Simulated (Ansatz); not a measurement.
# SnO2 (P4_2/mnm), random displacements

These are results of DFT PBE, scalar-relativistic, plane waves, PAW in Ansatz, not measurements. Settings: plane waves to 420 eV, k-mesh 6×6×8 (Γ-centred), Gaussian smearing 0.05 eV. No spin polarisation. Energies are free energies at this smearing, counted from the undisturbed cell; pressure is positive in compression.

The undisturbed cell (relaxed at this level):

```
Sn O
1.0
     4.82770    0.00000    0.00000
     0.00000    4.82770    0.00000
     0.00000    0.00000    3.23799
Sn O
2 4
Direct
  0.00000 0.00000 0.00000
  0.50000 0.50000 0.50000
  0.30661 0.30661 0.00000
  0.19339 0.80661 0.50000
  0.69339 0.69339 0.00000
  0.80661 0.19339 0.50000
```

The atoms are displaced (Å, in the unstrained cell):

| atom | ux | uy | uz |
| --- | --- | --- | --- |
| Sn1 | -0.136 | -0.008 | 0.067 |
| Sn2 | 0.242 | 0.158 | 0.000 |
| O3 | 0.164 | 0.005 | -0.087 |
| O4 | -0.069 | -0.109 | -0.154 |
| O5 | -0.149 | -0.059 | 0.214 |
| O6 | -0.053 | 0.012 | -0.040 |

The cell is not strained.

(1) What are the energy change, the stress and the forces?

Results:

(1) ΔE = 564.3 meV/atom; stress (xx, yy, zz, yz, xz, xy; compression positive) (4.11, 13.18, 33.51, -12.59, -10.34, 2.39) GPa; gap on the mesh 0.13 eV.
```
atom Fx (eV/Å) Fy Fz
 Sn1       3.34   0.93   -2.18
 Sn2      -8.56  -7.33   10.04
  O3      -0.92  -0.63    0.06
  O4      -0.79   0.38    1.68
  O5       6.21   7.47  -10.98
  O6       0.71  -0.82    1.38
```

Cost: 1 run of about 0.64 core-minutes, on Arm Neoverse V1 (shared hosts).